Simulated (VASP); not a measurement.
# CuI (Marshite) (F-43m) in VASP: notebook

One crystal, CuI (Marshite), is run at these levels: r2SCAN, PBE, PBEsol; tasks: relaxation of cell and atoms.

All numbers are computed with VASP 6.6.1; they aren't measurements. Logs are shortened: lines on timing, memory, paths and dates and some standing lists are left out, and cuts for length are marked.

## 1. The structure

Symmetry: F-43m, No. 216, cubic system. The conventional cell has a = 6.063 Å, b = 6.063 Å, c = 6.063 Å, α = 90.00°, β = 90.00°, γ = 90.00°. Cu (site symmetry -43m) has 4 I at 2.63 Å as nearest neighbours. I (site symmetry -43m) has 4 Cu at 2.63 Å as nearest neighbours.

## 2. Relaxation of cell and atoms, r2SCAN, target pressure 0.63 GPa, at which the enthalpy is minimised

File INCAR:

```
SYSTEM = CuI
PREC = Accurate
ENCUT = 600
EDIFF = 1E-6
ISMEAR = 0
SIGMA = 0.03
LREAL = .False.
LASPH = .True.
NELM = 80
ALGO = Normal
ISIF = 3
LWAVE = .False.
LCHARG = .False.
METAGGA = R2SCAN
LMIXTAU = .True.
IBRION = 2
NSW = 90
EDIFFG = -0.01
PSTRESS = 6.3
```

File KPOINTS:

```
regular mesh
0
Gamma
  8 8 8
  0 0 0
```

File POSCAR:

```
CuI
1.0
    0.0000000000      3.0315000000      3.0315000000
    3.0315000000      0.0000000000      3.0315000000
    3.0315000000      3.0315000000      0.0000000000
Cu I
1 1
Direct
    0.2500000000      0.2500000000      0.2500000000
    0.0000000000      0.0000000000      0.0000000000
```

Potentials or basis: VASP PAW PBE potentials, release 64 (Cu, I).

On the command line:

```console
$ cat potpaw_PBE.64/Cu/POTCAR potpaw_PBE.64/I/POTCAR > POTCAR
$ mpirun -np 1 vasp_std > vasp.out
```

OUTCAR:

```text
SYSTEM = CuI
   PREC = Accurate
   ENCUT = 600
   EDIFF = 1E-6
   ISMEAR = 0
   LREAL = .False.
   LASPH = .True.
   NELM = 80
   ISIF = 3
   METAGGA = R2SCAN
   IBRION = 2
   NSW = 90
   EDIFFG = -0.01
   PSTRESS = 6.3

 ion  position               nearest neighbor table
   1  0.250  0.250  0.250-   2 2.63   2 2.63   2 2.63   2 2.63
   2  0.000  0.000  0.000-   1 2.63   1 2.63   1 2.63   1 2.63

  LATTYP: Found a face centered cubic cell.
 ALAT       =     6.0630000000

  Lattice vectors:

 A1 = (   0.0000000000,   3.0315000000,   3.0315000000)
 A2 = (   3.0315000000,   0.0000000000,   3.0315000000)
 A3 = (   3.0315000000,   3.0315000000,   0.0000000000)

Analysis of symmetry for initial positions (statically):
=====================================================================
 Subroutine PRICEL returns:
 Original cell was already a primitive cell.

 Routine SETGRP: Setting up the symmetry group for a
 face centered cubic supercell.

 Subroutine GETGRP returns: Found 24 space group operations
 (whereof 24 operations were pure point group operations)
 out of a pool of 48 trial point group operations.

The static configuration has the point symmetry T_d .

Analysis of symmetry for dynamics (positions and initial velocities):
=====================================================================
 Subroutine PRICEL returns:
 Original cell was already a primitive cell.

 Routine SETGRP: Setting up the symmetry group for a
 face centered cubic supercell.

 Subroutine GETGRP returns: Found 24 space group operations
 (whereof 24 operations were pure point group operations)
 out of a pool of 48 trial point group operations.

The dynamic configuration has the point symmetry T_d .

 Subroutine INISYM returns: Found 24 space group operations
 (whereof 24 operations are pure point group operations),
 and found     1 'primitive' translations

----------------------------------------------------------------------------------------

                                     Primitive cell

  volume of cell :      55.7189

  direct lattice vectors                    reciprocal lattice vectors
     0.000000000  3.031500000  3.031500000    -0.164934851  0.164934851  0.164934851
     3.031500000  0.000000000  3.031500000     0.164934851 -0.164934851  0.164934851
     3.031500000  3.031500000  0.000000000     0.164934851  0.164934851 -0.164934851

[... 149 lines left out ...]
  volume of cell :       55.72
      direct lattice vectors                 reciprocal lattice vectors
     0.000000000  3.031500000  3.031500000    -0.164934851  0.164934851  0.164934851
     3.031500000  0.000000000  3.031500000     0.164934851 -0.164934851  0.164934851
     3.031500000  3.031500000  0.000000000     0.164934851  0.164934851 -0.164934851

 POSITION                                       TOTAL-FORCE (eV/Angst)
 -----------------------------------------------------------------------------------
      1.51575      1.51575      1.51575        -0.000000     -0.000000     -0.000000
      0.00000      0.00000      0.00000         0.000000      0.000000      0.000000
 -----------------------------------------------------------------------------------
    total drift:                               -0.000011     -0.000011     -0.000011

  FREE ENERGIE OF THE ION-ELECTRON SYSTEM (eV)
  ---------------------------------------------------
  free  energy   TOTEN  =       -35.7940966510 eV

  energy  without entropy=      -35.7940966510  energy(sigma->0) =      -35.79409665

  enthalpy is  TOTEN    =       -35.5750015431 eV   P V=        0.2190951079

--------------------------------------- Ionic step        2  -------------------------------------------

 number of electron      17.9999992 magnetization

 Free energy of the ion-electron system (eV)
  ---------------------------------------------------
  ext. energy  EPLUGINS =         0.00000000
  ---------------------------------------------------
  free energy    TOTEN  =       -35.79511052 eV

  energy without entropy =      -35.79511052  energy(sigma->0) =      -35.79511052

 E-fermi :   4.8404     XC(G=0):  -9.6333

 val. band max:        4.6682723790   @ k =   0.0000   0.0000   0.0000
 cond. band min:       6.3940551809   @ k =   0.0000   0.0000   0.0000
 fundamental gap:      1.7257828019
 Fermi energy:         4.8404252638

 k-point     1 :       0.0000    0.0000    0.0000
  band No.  band energies     occupation
      1     -10.0631      2.00000
      2       0.6946      2.00000
      3       0.6946      2.00000
      4       0.6946      2.00000
      5       2.6744      2.00000
      6       2.6744      2.00000
      7       4.6682      2.00000
      8       4.6683      2.00000
      9       4.6683      2.00000
     10       6.3941      0.00000
     11       9.8669      0.00000
     12       9.8669      0.00000
     13       9.8669      0.00000
[... 354 lines left out ...]
  band No.  band energies     occupation
      1      -9.3172      2.00000
      2      -1.0739      2.00000
      3       0.1205      2.00000
      4       0.6665      2.00000
      5       2.5955      2.00000
      6       2.6841      2.00000
      7       2.8051      2.00000
      8       3.2686      2.00000
      9       3.5766      2.00000
     10       8.6326      0.00000
     11       9.5644      0.00000
     12      11.3321      0.00000
     13      12.5599      0.00000

 [... further k-points ...]
[... 5 lines left out ...]
  --------------------------------------------------------------------------------------
  -------------------------------------------------------------------------------------
  Total        0.2284079      0.2284079      0.2284079      0.0000000      0.0000000      0.0000000
  in kB        6.8156937      6.8156937      6.8156937      0.0000000      0.0000000      0.0000000
  external PRESSURE =       0.5156937 kB  Pullay stress =       6.3000000 kB

 VOLUME and BASIS-vectors are now :
 -----------------------------------------------------------------------------
  energy-cutoff  :      600.00
  volume of cell :       53.69
      direct lattice vectors                 reciprocal lattice vectors
     0.000000000  2.994290060  2.994290060    -0.166984490  0.166984490  0.166984490
     2.994290060 -0.000000000  2.994290060     0.166984490 -0.166984490  0.166984490
     2.994290060  2.994290060  0.000000000     0.166984490  0.166984490 -0.166984490

 POSITION                                       TOTAL-FORCE (eV/Angst)
 -----------------------------------------------------------------------------------
      1.49715      1.49715      1.49715        -0.000000     -0.000000     -0.000000
      0.00000      0.00000      0.00000         0.000000      0.000000      0.000000
 -----------------------------------------------------------------------------------
    total drift:                               -0.000007     -0.000007     -0.000007

  FREE ENERGIE OF THE ION-ELECTRON SYSTEM (eV)
  ---------------------------------------------------
  free  energy   TOTEN  =       -35.7951105237 eV

  energy  without entropy=      -35.7951105237  energy(sigma->0) =      -35.79511052

  enthalpy is  TOTEN    =       -35.5839845972 eV   P V=        0.2111259265

 reached required accuracy - stopping structural energy minimisation
```

OSZICAR:

```text
N       E                     dE             d eps       ncg     rms          rms(c)
DAV:   1     0.734913157641E+02    0.73491E+02   -0.86939E+03   759   0.170E+03
DAV:   2    -0.307957189754E+02   -0.10429E+03   -0.97471E+02   764   0.285E+02
DAV:   3    -0.388325991254E+02   -0.80369E+01   -0.78846E+01  1025   0.873E+01
DAV:   4    -0.390813869597E+02   -0.24879E+00   -0.24848E+00   794   0.134E+01
[... 20 lines left out ...]
DAV:   7    -0.357947446156E+02    0.43759E-03   -0.72967E-04   804   0.396E-01    0.296E-02
DAV:   8    -0.357950250964E+02   -0.28048E-03   -0.54825E-04   754   0.264E-01    0.144E-02
DAV:   9    -0.357951057571E+02   -0.80661E-04   -0.11449E-04   886   0.214E-01    0.569E-03
DAV:  10    -0.357951108153E+02   -0.50582E-05   -0.99184E-06   824   0.313E-02    0.719E-03
DAV:  11    -0.357951105237E+02    0.29155E-06   -0.11667E-06   622   0.171E-02
   2 F= -.35583985E+02 E0= -.35583985E+02  d E =-.898305E-02
```

CONTCAR:

```text
CuI
   1.00000000000000
     0.0000000000000000    2.9942900598239452    2.9942900598239452
     2.9942900598239452   -0.0000000000000000    2.9942900598239452
     2.9942900598239452    2.9942900598239452    0.0000000000000000
  Cu              I
     1     1
Direct
     0.2500000000000000    0.2500000000000000    0.2500000000000000
     0.0000000000000000    0.0000000000000000    0.0000000000000000

  0.00000000E+00  0.00000000E+00  0.00000000E+00
  0.00000000E+00  0.00000000E+00  0.00000000E+00
```

Wall time 98 s (1 thread of Intel Xeon 6975P-C (Granite Rapids), shared host); peak memory 0.24 GiB.

Results:

```yaml
Free_energy: -35.7951 eV
Relaxed_volume: 26.85 Å³/atom
Relaxed_cell: a = 4.235 Å, b = 4.235 Å, c = 4.235 Å, α = 60.00°, β = 60.00°, γ = 60.00°
Space_group_after_relaxing_to_0.05_Å: F-43m (No. 216)
Energy_change_on_relaxing_the_enthalpy_is_what_falls: -0.5 meV/atom
Ionic_steps: 2
Pressure_after_relaxing: 0.7 GPa
Band_gap_on_the_k_mesh: 1.73 eV, direct
```

Step by step:
| step | energy change (eV) | largest force (eV/Å) | pressure (GPa) | volume (Å³) |
| --- | --- | --- | --- | --- |
| 1 | 0.0000 | 0.0000 | -0.83 | 55.72 |
| 2 | -0.0010 | 0.0000 | 0.68 | 53.69 |

Final structure:
```yaml
crystal:
  lattice:
    - [0.00000, 2.99429, 2.99429]
    - [2.99429, 0.00000, 2.99429]
    - [2.99429, 2.99429, 0.00000]
  atoms:
    - { symbol: Cu, position: [0.25000, 0.25000, 0.25000] }
    - { symbol: I, position: [0.00000, 0.00000, 0.00000] }
```

Levels at points of the mesh, in eV from the valence-band top:
```
           k point  band 7  band 8  band 9  band 10  band 11  band 12
(0.00, 0.00, 0.00)    0.00    0.00    0.00     1.73     5.20     5.20
(0.50, 0.00, 0.00)   -1.92   -0.77   -0.77     2.58     5.72     5.72
(0.50, 0.50, 0.00)   -1.90   -1.63   -1.63     2.87     3.16    10.08
```

Caveat: the cell is relaxed towards a set pressure, so the enthalpy falls and the energy may rise; the PAW data sets were made with another functional, which shifts forces and pressure a little; spin-orbit coupling is left out, which moves the levels of the heavy elements. r2SCAN opens gaps a little over a GGA but as a rule still falls short of measured ones.

## 3. Relaxation of cell and atoms, r2SCAN, target pressure 0.63 GPa, at which the enthalpy is minimised

This run uses another cell than the first one, of 26.85 Å³/atom, 0.964 times its volume.

INCAR, as its differences from that of step 2:

```diff
@@ -3,3 +3,3 @@
 ENCUT = 600
-EDIFF = 1E-6
+EDIFF = 1E-7
 ISMEAR = 0
@@ -17,3 +17,3 @@
 NSW = 90
-EDIFFG = -0.01
+EDIFFG = -0.005
 PSTRESS = 6.3
```

KPOINTS is that of step 2.

File POSCAR:

```
CuI                                     
1.0
    0.0000000000      2.9942900598      2.9942900598
    2.9942900598     -0.0000000000      2.9942900598
    2.9942900598      2.9942900598      0.0000000000
  Cu              I             
     1     1
Direct
     0.2500000000000000    0.2500000000000000    0.2500000000000000
     0.0000000000000000    0.0000000000000000    0.0000000000000000
```

Potentials or basis: VASP PAW PBE potentials, release 64 (Cu, I).

On the command line:

```console
$ cat potpaw_PBE.64/Cu/POTCAR potpaw_PBE.64/I/POTCAR > POTCAR
$ mpirun -np 1 vasp_std > vasp.out
```

It took 2 min on 1 thread of Intel Xeon 6975P-C (Granite Rapids), shared host; peak memory 0.22 GiB.

Results (log left out):

```yaml
Free_energy: -35.7952 eV
Relaxed_volume: 26.92 Å³/atom
Relaxed_cell: a = 4.238 Å, b = 4.238 Å, c = 4.238 Å, α = 60.00°, β = 60.00°, γ = 60.00°
Space_group_after_relaxing_to_0.05_Å: F-43m (No. 216)
Energy_change_on_relaxing_the_enthalpy_is_what_falls: -0.3 meV/atom
Ionic_steps: 3
Pressure_after_relaxing: 0.6 GPa
Band_gap_on_the_k_mesh: 1.72 eV, direct
```

The path:
```csv
step,energy change (eV),largest force (eV/Å),pressure (GPa),volume (Å³)
1,0.0000,0.0000,0.77,53.69
2,-0.0008,0.0000,0.59,53.87
3,-0.0006,0.0000,0.63,53.83
```

Final structure:
```
Cu I
1.0
     0.00000    2.99692    2.99692
     2.99692    0.00000    2.99692
     2.99692    2.99692    0.00000
Cu I
1 1
Direct
  0.25000 0.25000 0.25000
  0.00000 0.00000 0.00000
```

Levels at points of the mesh, in eV from the valence-band top:
```
           k point  band 5  band 6  band 7  band 8  band 9  band 10  band 11  band 12  band 13
(0.00, 0.00, 0.00)   -1.98   -1.98    0.00    0.00    0.00     1.72     5.20     5.20     5.20
(0.50, 0.00, 0.00)   -1.95   -1.95   -1.91   -0.77   -0.77     2.58     5.72     5.72     7.78
(0.50, 0.50, 0.00)   -2.02   -1.90   -1.89   -1.62   -1.62     2.87     3.16    10.06    10.59
```

Caveat: the cell is relaxed towards a set pressure, so the enthalpy falls and the energy may rise; the PAW data sets were made with another functional, which shifts forces and pressure a little; spin-orbit coupling is left out, which moves the levels of the heavy elements. r2SCAN opens gaps a little over a GGA but as a rule still falls short of measured ones.

(Part 1 of 2 ends here.)
